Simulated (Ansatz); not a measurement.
Runs of Ansatz 0.2.0 on CoO. All rows change the cell; the cell of one of them follows. Symmetry: Pm-3m, No. 221, cubic system. The conventional cell has a = 2.571 Å, b = 2.571 Å, c = 2.571 Å, α = 90.00°, β = 90.00°, γ = 90.00°. Co (site symmetry m-3m) is surrounded by 8 O at 2.23 Å. Around O (site symmetry m-3m) lie 8 Co at 2.23 Å. Measurements of this composition are mostly on another form, of space group No. 225.

```csv
task,spin,U,k mesh,smearing,gap on the mesh (eV),pressure (GPa),moment (μB)
density of states,"collinear, antiferromagnetic start",Co d U = 8 eV,10 × 10 × 5,fermi-dirac 0.05 eV,2.09,28.5,0.00
single point,"collinear, ferrimagnetic start",Co d U = 7 eV,6 × 6 × 6,gaussian 0.05 eV,2.16,(b),0.00
density of states,"collinear, antiferromagnetic start",Co d U = 5 eV,10 × 10 × 5,fermi-dirac 0.05 eV,2.20,22.6,0.00
density of states,"collinear, antiferromagnetic start",Co d U = 6 eV,10 × 10 × 5,fermi-dirac 0.05 eV,2.17,24.6,0.00
single point,"collinear, antiferromagnetic start",Co d U = 6 eV,6 × 6 × 6,gaussian 0.05 eV,(c),(a),0.00
```

Alike in all rows: level PBE+U; potentials or basis Ansatz PAW; cell another cell of the same crystal, with 4 atoms; cutoff (eV) 420.

Estimate the missing entries.

(a) 24.7; (b) 26.7; (c) 2.21.

Caveats: the magnetic or orbital state may not be the lowest; odd divisions of the mesh miss points on the zone boundary, where band edges often lie, so the gap on the mesh can be too wide (some runs); a pressure of tens of GPa on the cell as given is suspect, and the run, the potentials or the cell itself is likely at fault (some runs).

A k mesh can miss the band edges.
